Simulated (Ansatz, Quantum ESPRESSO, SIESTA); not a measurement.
**Te2Mo: programs and potentials compared**

```
Te Mo
1.0
     6.36161    0.00000    0.00000
     0.00000    3.48040    0.00000
    -0.08574    0.00000   36.17589
Te Mo
4 2
Direct
  0.42925 0.75000 0.54070
  0.57075 0.25000 0.45930
  0.92085 0.25000 0.55653
  0.07915 0.75000 0.44347
  0.18135 0.25000 0.49747
  0.81865 0.75000 0.50253
```

The cell is a database's computed one, not the measured one.

The cell holds a layer with vacuum beside it, so values per volume hang on the cell's height.

Alike in all runs: task band structure; functional LDA; k mesh 4 × 8 × 1; occupations fermi-dirac, width 0.05 eV; no spin polarisation; no spin-orbit coupling. A missing gap at this level doesn't show that the real crystal is a metal. LDA stands for any of its common fits.

| program and potentials | plane-wave cutoff (eV) | notes | band gap (eV) | largest force (eV/Å) |
| --- | --- | --- | --- | --- |
| Ansatz, Ansatz PAW | 420 | potentials made for PBE, which Ansatz adapts in part; 15.33 valence electrons an atom on average | no gap | 0.481 |
| SIESTA, files PseudoDojo sr-lda-0.4.1-standard, DZP (energy shift 0.003 Ry; two zetas on semicore shells) | - | atomic basis; 15.33 valence electrons an atom on average | no gap | 0.135 |
| Quantum ESPRESSO, GBRV 1.5 LDA | 612 | 8.67 valence electrons an atom on average | no gap | 0.320 |

Force on atom 3 (Te), eV/Å:

```
                                                                                   program and potentials       x      y       z
                                                                                       Ansatz, Ansatz PAW  -0.004  0.000  -0.481
SIESTA, files PseudoDojo sr-lda-0.4.1-standard, DZP (energy shift 0.003 Ry; two zetas on semicore shells)   0.015  0.000   0.124
                                                                           Quantum ESPRESSO, GBRV 1.5 LDA  -0.023  0.000  -0.270
```

None finds a gap. Rows in atomic bases carry the error of their basis and grid, which can be large.

The functional is the same throughout but for its coding, so the spread measures potentials, basis and numerics; runs on potential files found faulty are left out.

All three runs agree that this layer has no gap, as expected for the distorted octahedral (1T′) form of MoTe2, whose zigzag Mo chains are visible in the coordinates. Octahedral-type coordination leaves the two d electrons of formally tetravalent Mo in a partly filled t2g-derived manifold. Mo–Mo bonding along the chains splits this manifold, but Mo d and Te p bands still meet or overlap near the Fermi level. The trigonal prismatic form, by contrast, has a filled d band and is a semiconductor.

The forces agree far less well. On the outer Te atom, both plane-wave runs pull towards the middle of the layer, whereas SIESTA pushes outwards with 0.124 eV/Å along z. The inward pull would fit LDA's usual overbinding if the geometry came from a gradient-corrected functional. Valence count alone doesn't explain the reversal, since Ansatz and SIESTA both treat 15.33 electrons an atom; the local basis is a plausible contributor. The shared absence of a gap therefore doesn't imply a shared equilibrium layer thickness.
